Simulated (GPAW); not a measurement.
**Optical response of ZnSe (Stilleite)**

Aim: the dielectric function of ZnSe (Stilleite), and the optical constants that follow from it.

Method: DFT, PBE, plane-wave PAW (GPAW data sets), scalar-relativistic, RPA, optical limit, in GPAW 26.7.0.

**1. The starting structure**

It takes space group F-43m (No. 216, cubic). Conventional cell: a = 5.668 Å, b = 5.668 Å, c = 5.668 Å, α = 90.00°, β = 90.00°, γ = 90.00°. Nearest to Se lie 4 Zn at 2.45 Å. Nearest to Zn lie 4 Se at 2.45 Å. Farther neighbours and most contacts between anions are not listed.

**2. Ground state**

First the ground state: is it a metal or has it a gap?

This step: DFT, PBE, plane-wave PAW (GPAW data sets), scalar-relativistic, ground state (GPAW 26.7.0).

Input file gs.py:

```python
from ase import Atoms
from ase.dft.bandgap import bandgap
from gpaw import GPAW, PW, FermiDirac

atoms = Atoms(['Se', 'Zn'],
              cell=[[0.000000000000, 2.833800000000, 2.833800000000],
                    [2.833800000000, 0.000000000000, 2.833800000000],
                    [2.833800000000, 2.833800000000, 0.000000000000]],
              scaled_positions=[[0.750000000000, 0.750000000000, 0.750000000000],
                                [0.000000000000, 0.000000000000, 0.000000000000]],
              pbc=[True, True, True])
atoms.calc = GPAW(mode=PW(550), xc='PBE', kpts={'size': (7, 7, 7), 'gamma': True},
                  occupations=FermiDirac(0.05), maxiter=150, txt='gs.txt')
print('energy (eV)', atoms.get_potential_energy())
print('Fermi level (eV)', atoms.calc.get_fermi_level())
print('valence electrons', atoms.calc.get_number_of_electrons())
print('gap (eV)', bandgap(atoms.calc, output=None)[0])
print('direct gap (eV)', bandgap(atoms.calc, direct=True, output=None)[0])
atoms.calc.write('gs.gpw')
```

Run with:

```console
$ OMP_NUM_THREADS=1 python gs.py
```

Numbers of over 12 decimals in the logs are rounded to 6 here.

The program printed:

```text
__  _  _
 | _ |_)|_||  |
 |__||  | ||/\| - 26.7.0

Versions:
  Python: 3.12.14
  ASE:    3.29.0
  Numpy:  2.5.5
  Scipy:  1.18.1
  Libxc:  7.0.0

Input parameters:
  mode=PW(ecut=550.0),
  kpts=MonkhorstPack(size=(7, 7, 7), gamma=True),
  maxiter=150,
  occupations=Occupations(name='fermi-dirac', width=0.05, fixmagmom=False),
  xc=XC(name='PBE')

Diagonalizing LCAO Hamiltonian
Converting LCAO to pw mode

                    Se

       Zn

Atoms  # Å, Bohr magnetons
|   | symbol |        x |        y |        z |    initial magnetic moments |
| 0 |     Se | 4.250700 | 4.250700 | 4.250700 | ( 0.0000,  0.0000,  0.0000) |
| 1 |     Zn | 0.000000 | 0.000000 | 0.000000 | ( 0.0000,  0.0000,  0.0000) |

Unit cell  # Å
| periodic |        x |        y |        z |  lengths |    angles |
|      yes | 0.000000 | 2.833800 | 2.833800 | 4.007598 | 60.000000 |
|      yes | 2.833800 | 0.000000 | 2.833800 | 4.007598 | 60.000000 |
|      yes | 2.833800 | 2.833800 | 0.000000 | 4.007598 | 60.000000 |

Number of symmetries: 24
Symmetry operations  # r_c * U_cc + t_c -> r_c
|    | kind |            matrix            |
|  0 |  E   |  1, 0, 0,  0, 1, 0,  0, 0, 1 |
|  1 |  σ   |  1, 0, 0,  0, 0, 1,  0, 1, 0 |
|  2 |  σ   |  1, 0,-1,  0, 1,-1,  0, 0,-1 |
|  3 |  C3  |  1, 0,-1,  0, 0,-1,  0, 1,-1 |
|  4 |  C3  |  1,-1, 0,  0,-1, 1,  0,-1, 0 |
|  5 |  σ   |  1,-1, 0,  0,-1, 0,  0,-1, 1 |
|  6 |  σ   |  0, 1, 0,  1, 0, 0,  0, 0, 1 |
|  7 |  C3  |  0, 1, 0,  0, 0, 1,  1, 0, 0 |
|  8 |  C2  |  0, 1,-1,  1, 0,-1,  0, 0,-1 |
|  9 |  S4  |  0, 1,-1,  0, 0,-1,  1, 0,-1 |
| 10 |  C3  |  0, 0, 1,  1, 0, 0,  0, 1, 0 |
| 11 |  σ   |  0, 0, 1,  0, 1, 0,  1, 0, 0 |
| 12 |  S4  |  0, 0,-1,  1, 0,-1,  0, 1,-1 |
| 13 |  C3  |  0, 0,-1,  0, 1,-1,  1, 0,-1 |
| 14 |  S4  |  0,-1, 1,  1,-1, 0,  0,-1, 0 |
| 15 |  C2  |  0,-1, 1,  0,-1, 0,  1,-1, 0 |
| 16 |  C3  |  0,-1, 0,  1,-1, 0,  0,-1, 1 |
| 17 |  S4  |  0,-1, 0,  0,-1, 1,  1,-1, 0 |
| 18 |  S4  | -1, 1, 0, -1, 0, 1, -1, 0, 0 |
| 19 |  C3  | -1, 1, 0, -1, 0, 0, -1, 0, 1 |
| 20 |  C3  | -1, 0, 1, -1, 1, 0, -1, 0, 0 |
| 21 |  S4  | -1, 0, 1, -1, 0, 0, -1, 1, 0 |
| 22 |  σ   | -1, 0, 0, -1, 1, 0, -1, 0, 1 |
| 23 |  C2  | -1, 0, 0, -1, 0, 1, -1, 1, 0 |

BZ-sampling:
  Number of BZ points: 343
  Number of IBZ points: 20

  Monkhorst-Pack size: [7, 7, 7]
  Monkhorst-Pack shift: [0, 0, 0]

K-points  # in reciprocal-cell coordinates
|     |                                coordinates |     weight |
|   0 | (  0.00000000,   0.00000000,   0.00000000) | 0.00291545 |
|   1 | (  0.14285714,   0.14285714,   0.00000000) | 0.01749271 |
|   2 | (  0.14285714,   0.14285714,   0.14285714) | 0.02332362 |
|   3 | (  0.28571429,   0.14285714,   0.14285714) | 0.03498542 |
|   4 | (  0.28571429,   0.28571429,   0.00000000) | 0.01749271 |
|   5 | (  0.28571429,   0.28571429,   0.14285714) | 0.06997085 |
|   6 | (  0.28571429,   0.28571429,   0.28571429) | 0.02332362 |
|   7 | (  0.42857143,  -0.28571429,  -0.28571429) | 0.03498542 |
|   8 | (  0.42857143,   0.28571429,  -0.42857143) | 0.13994169 |
|   9 | (  0.42857143,   0.28571429,  -0.28571429) | 0.06997085 |
| ... |                                            |            |
|  19 | (  0.42857143,   0.42857143,   0.42857143) | 0.02332362 |

Plane wave coefficients: 1363
Cutoff: 550.0 eV

Spin-components: 1 (collinear spins)
Bands:           13
Projectors:      11
Spin-degeneracy: 2
Datatype:        complex128

Parallelization:
  kpt:    1
  domain: 1
  band:   1

Density:
  Valence electrons: 18.0
  Components: 1
  Grid points: [24 24 24]
  Charge: 0.0  # |e|

Potential:
  Grid points: [24 24 24]

species:
  Se:
    name:    Selenium
    id:
    Z:       34.0
    valence: 6
    core:    28
    charge:  0.0  # [|e|]
    compensation charges:
      type: gauss
      rc: 0.27  # [Å]
      lmax: 2
    cutoffs:
      filter: 1.77  # [Å]
      core: 2.67  # [Å]
    projectors
    | kind |    occ | energy [eV] | rcut [Å] |
    |   4s |  2.000 |     -17.277 |    0.847 |
    |   4p |  4.000 |      -6.512 |    1.005 |
    |    s |        |       9.935 |    0.847 |
    |    p |        |      20.699 |    1.005 |
    |    d |        |       0.000 |    0.847 |

    Using partial waves for Se as LCAO basis

  Zn:
    name:    Zinc
    id:
    Z:       30.0
    valence: 12
    core:    18
    charge:  0.0  # [|e|]
    compensation charges:
      type: gauss
      rc: 0.37  # [Å]
      lmax: 2
    cutoffs:
      filter: 2.14  # [Å]
      core: 2.28  # [Å]
    projectors
    | kind |    occ | energy [eV] | rcut [Å] |
    |   4s |  2.000 |      -5.977 |    1.286 |
    |   4p |  0.000 |      -1.117 |    1.270 |
    |   3d | 10.000 |     -10.142 |    1.180 |
    |    s |        |      21.234 |    1.286 |
    |    p |        |      26.095 |    1.270 |
    |    d |        |      17.070 |    1.180 |

    Using partial waves for Zn as LCAO basis

Reference energy: -114964.858784  # eV

eigensolver:
  PPCG
  Converge bands: occupied
  niter=2

density mixing:
  MSR1-Mixer
  Pratt-step length: 0.05
  Maximum mixing coefficient: 0.75
  Old densities: 10
  SVD Regularization: 0.005
  Good broyden scale: 1.0
  Trust region scale: 1.0
  Backstep threshold: 4.0
  History deletion threshold: 6.0
  Fourier metric: weight=20.0, sigma=0.015

occupation numbers:
  Fermi-Dirac:
    width: 0.0500  # eV

poisson solver:
  ecut: 4400.0  # eV

xc functional:
  name: PBE with 2 nearest neighbor stencil

convergence criteria:
- Maximum [total energy] change in last 3 cyles: 0.0005 eV / valence electron
- Maximum integral of absolute [dens]ity change: 0.0001 electrons / valence electron
- Maximum integral of absolute [eigenst]ate change: 4e-08 eV^2 / valence electron
maximum number of iterations: 150

SCF iterations
|iter     |      energy | eigst |  dens |
|iter:   1||   -6.332099 | +0.33 |       |
|iter:   2||   -6.279932 | -1.32 | -1.24 |
|iter:   3||   -6.100175 | -1.37 | -1.28 |
|iter:   4||   -6.097776 | -2.19 | -1.81 |
|iter:   5||   -6.098762c| -3.31 | -2.26 |
|iter:   6||   -6.098808c| -3.73 | -2.67 |
|iter:   7||   -6.098837c| -4.37 | -3.39 |
|iter:   8||   -6.098843c| -5.50 | -3.81 |
|iter:   9||   -6.098843c| -7.39 | -4.90c|
|iter:  10||   -6.098843c| -7.54c| -5.39c|

Converged in 10 steps
SCF loop duration: 8.733 s (0.873 s/step)
Energy contributions relative to reference atoms: (reference = -114964.858784)

Energy contributions:
  Kinetic:          13.030542
  Coulomb:         -11.080636
  Zero:             -0.041860
  External:          0.000000
  Xc:               -8.006888
  Entropy:          -0.000000
  Spinorbit:         0.000000
  ----------------------------
  Free energy:      -6.098843
  Extrapolated:     -6.098843

dipole moment: (-7.090627, -7.090627, -7.090627)  # |e|*Ang

Fermi level: 4.552
Eigenvalues  # (at kpt = [0.000, 0.000, 0.000])
| band index |      eig [eV] | occ [0-2] |
|          0 |        -9.374 |     2.000 |
|          1 |        -2.644 |     2.000 |
|          2 |        -2.644 |     2.000 |
|          3 |        -2.644 |     2.000 |
|          4 |        -2.279 |     2.000 |
|          5 |        -2.279 |     2.000 |
|          6 |         3.873 |     2.000 |
|          7 |         3.873 |     2.000 |
|          8 |         3.873 |     2.000 |
|          9 |         5.170 |     0.000 |
|         10 |         9.684 |     0.000 |
|         11 |         9.684 |     0.000 |
|         12 |         9.684 |     0.000 |

Gap: 1.298 eV
Transition (v -> c):
  (s=0, k=0, n=8, [0.00, 0.00, 0.00]) -> (s=0, k=0, n=9, [0.00, 0.00, 0.00])
No difference between direct/indirect transitions

--- standard output ---
energy (eV) -6.098843
Fermi level (eV) 4.552004
valence electrons 18.0
gap (eV) 1.297815
direct gap (eV) 1.297815
```

Wall time 11 s (1 thread of Arm Neoverse V1, shared host); peak memory 0.14 GiB.

Read-outs, printed or worked out from the files:

* energy: -6.099 eV
* Fermi energy: 4.552 eV
* gap on the k-mesh: 1.298 eV
* direct gap on the mesh: 1.298 eV
* electrons: 18

There is a gap, 1.30 eV on this mesh (points off the mesh can give less), so no carriers' term is needed.

**3. Bands for the response**

At the fixed density, many empty bands are solved on the mesh of the response, since the spectrum sums over them.

This step: DFT, PBE, plane-wave PAW (GPAW data sets), scalar-relativistic, bands at fixed density (GPAW 26.7.0).

Input file nscf.py:

```python
from ase.dft.bandgap import bandgap
from gpaw import GPAW, FermiDirac

calc = GPAW('gs.gpw').fixed_density(kpts={'size': (11, 11, 11), 'gamma': True}, nbands=42, convergence={'bands': 36},
                                    occupations=FermiDirac(0.001), txt='nscf.txt')
print('gap (eV)', bandgap(calc, output=None)[0])
print('direct gap (eV)', bandgap(calc, direct=True, output=None)[0])
print('top band over the Fermi level (eV)', min(calc.get_eigenvalues(kpt=k)[35] for k in range(len(calc.get_ibz_k_points()))) - calc.get_fermi_level())
calc.write('full.gpw', mode='all')
```

Run with:

```console
$ OMP_NUM_THREADS=1 python nscf.py
```

The program printed:

```text
Diagonalizing LCAO Hamiltonian
Converting LCAO to pw mode
convergence criteria:
- Maximum integral of absolute [eigenst]ate change: 4e-08 eV^2 / valence electron
maximum number of iterations: 150

SCF iterations
|iter     |      energy | eigst |  dens |
|iter:   1||             | +3.79 |       |
|iter:   2||             | +2.68 |       |
|iter:   3||             | +2.02 |       |
|iter:   4||             | +1.38 |       |
|iter:   5||             | +1.00 |       |
|iter:   6||             | +0.48 |       |
|iter:   7||             | +0.04 |       |
|iter:   8||             | -0.55 |       |
|iter:   9||             | -0.99 |       |
|iter:  10||             | -1.55 |       |
|iter:  11||             | -1.96 |       |
|iter:  12||             | -2.48 |       |
|iter:  13||             | -2.88 |       |
|iter:  14||             | -3.32 |       |
|iter:  15||             | -3.67 |       |
|iter:  16||             | -4.06 |       |
[...]
|iter:  21||             | -5.54 |       |
|iter:  22||             | -5.83 |       |
|iter:  23||             | -6.07 |       |
|iter:  24||             | -6.31 |       |
|iter:  25||             | -6.55 |       |
|iter:  26||             | -6.82 |       |
|iter:  27||             | -7.08 |       |
|iter:  28||             | -7.39 |       |
|iter:  29||             | -7.68c|       |
SCF steps: 29
  __  _  _
 | _ |_)|_||  |
 |__||  | ||/\| - 26.7.0

Versions:
  Python: 3.12.14
  ASE:    3.29.0
  Numpy:  2.5.5
  Scipy:  1.18.1
  Libxc:  7.0.0

Input parameters:
  mode=PW(ecut=550.0),
  convergence={'bands': 36},
  gpts=array([24, 24, 24]),
  kpts=MonkhorstPack(size=(11, 11, 11), gamma=True),
  maxiter=150,
  nbands=42,
  occupations=Occupations(name='fermi-dirac', width=0.001, fixmagmom=False),
  parallel={},
  xc=XC(name='PBE')

--- standard output ---
gap (eV) 1.297815
direct gap (eV) 1.297815
top band over the Fermi level (eV) 33.562361
```

Run time: 2.8 min. Hardware: 1 thread; peak memory 0.21 GiB.

[end of part 1 of 2]

[Machine, clock and banner lines and Python warnings are left out of the logs.]

[Logs are printed without paths, hosts, clocks, repeated set-up lines and the standing remarks that a program may print on its own settings, such as how far it seeks lower states.]

[Hosts, paths, dates, database ids (printed as entryN), source tags and the programs' standing remarks are cut or masked in the printed files.]
